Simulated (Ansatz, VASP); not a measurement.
# One calculation of Al, two programs

```xyz
1
Lattice="2.6703 0.0000 0.0000 -1.3351 2.3125 0.0000 0.0000 0.0000 2.6758" Properties=species:S:1:pos:R:3 pbc="T T T"
Al    0.0000    0.0000    0.0000
```

Change from the starting cell: volume scaled by 0.88, LAPW.

Alike in both runs: task single point; functional PBE; k mesh 16 × 16 × 15; occupations fermi-dirac, width 0.08 eV; no spin polarisation.

|  | VASP | Ansatz |
| --- | --- | --- |
| version | VASP 6.6.1 | Ansatz 0.2.0 |
| potentials or method | VASP PAW PBE potentials, release 64 (Al), cutoff 520 eV | all-electron LAPW, scalar-relativistic |

```csv
,VASP,Ansatz,Ansatz less VASP
pressure (GPa),10.8,10.8,-0.04
```

Ansatz ran all-electron here, so the differences hold the error of VASP's frozen core and of both bases.
